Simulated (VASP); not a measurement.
Write the native input for VASP 6.6.1 that does the following.

* Task: single point
* Functional: PBE
* Potentials or basis: VASP PAW PBE potentials, release 64 (Si)
* Cutoff: 520 eV
* k mesh: 2 × 2 × 2
* Occupations: fermi-dirac, width 0.3 eV
* Spin: no spin polarisation
* Dipole correction: no
* Further INCAR settings: LREAL = Auto; ALGO = Fast; EDIFF = 1e-06; NBANDS = 46

The structure of Si lies in POSCAR:

```
Si
1.0
    0.0000000000      5.4300000000      5.4300000000
    5.4300000000      0.0000000000      5.4300000000
    5.4300000000      5.4300000000      0.0000000000
Si
16
Direct
    0.0311049724     -0.0496500921      0.0284530387
    0.1070257827      0.0601565378      0.2201933702
   -0.0500276243      0.0176519337      0.6332504604
    0.0634898711      0.1828453039      0.6963996317
   -0.0083609576      0.4530755064      0.0700552486
    0.2038950276      0.5785911602      0.1266390424
   -0.0234162063      0.5481123389      0.4607826888
    0.0789594843      0.6618876611      0.7338581952
    0.4446040516      0.0351381215     -0.0429281768
    0.7082412523     -0.0370257827      0.0875782689
    0.5029834254      0.0449171271      0.4453591160
    0.6312799263      0.1581307551      0.6066022099
    0.6082872928      0.3983977901      0.0438858195
    0.6681952118      0.6797974217      0.0415837937
    0.3941436464      0.5489871087      0.4349171271
    0.6395764273      0.7189871087      0.4134069982
```

The cell was built by a generator and needn't be a form met in nature.

One way to write it, as run:

INCAR

```
ALGO     = Fast           # electronic algorithm
EDIFF    = 1E-6           # SCF threshold, eV
ENCUT    = 520            # plane-wave cutoff, eV
GGA      = PE             # functional
ISIF     = 2              # what is computed and relaxed
ISMEAR   = -1             # smearing method
LASPH    = T              # aspherical terms in the spheres
LCHARG   = T              # write CHGCAR
LELF     = T              # ELF
LREAL    = Auto         
LVHAR    = T            
LWAVE    = F              # write WAVECAR
NBANDS   = 46             # bands
NELM     = 100            # most SCF steps
PREC     = Accurate       # precision mode
SIGMA    = 0.3            # smearing width, eV
```

KPOINTS

```
k-points
0
Gamma
  2 2 2
```

Potentials or basis: VASP PAW PBE potentials, release 64 (Si).

Command:

```sh
$ cat potpaw_PBE.64/Si/POTCAR > POTCAR
$ mpirun -np 1 vasp_std > vasp.out
```

It gave:

The pressure is 1.8 GPa, the largest force is 3.381 eV/Å and the band gap on the k mesh is none (metal or under the smearing width).

Caveat: the k mesh is coarse (spacing up to 0.50 Å⁻¹), so the values aren't converged; forces of over 1 eV/Å show positions far from the minimum, so gaps and moduli don't describe the material at rest.

It took 2.2 min on 1 thread of Intel(R) Xeon(R) 6975P-C (Granite Rapids) (shared host), peak memory 0.45 GiB.
